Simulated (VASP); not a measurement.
Consider the following.

```
CELL_PARAMETERS angstrom
      0.00000     2.95304     2.95304
      2.95304     0.00000     2.95304
      2.95304     2.95304     0.00000
ATOMIC_POSITIONS crystal
  Li 0.00000 0.00000 0.00000
  I  0.50000 0.50000 0.50000
```

All values below come from PBEsol GGA, VASP's PBE PAW potentials (set 64) (plane waves; VASP 6.6.1). Numerical set-up: 520 eV cut-off, 7×7×7 Γ-centred mesh, Gaussian smearing of 0.050 eV, potentials Li_sv I.

Unless said otherwise, spin-orbit coupling is left out, though it shifts the bands of the heavy elements here.

**Question.** Predict the energy per atom (σ→0), band gap (on the k-mesh) with the smallest direct gap where there is one.

**Answer.** 
```
Item                                          Value
-----------------------------------  --------------
band gap (on the k-mesh)                    4.35 eV
smallest direct gap (on the k-mesh)         4.35 eV
energy per atom (σ→0)                -3.078 eV/atom
```

The structure was generated: LiI was put into the rock salt type (Fm-3m), which need not be its known phase. It was relaxed first, which changed the volume by +7 %. The start is the result of an earlier pass.
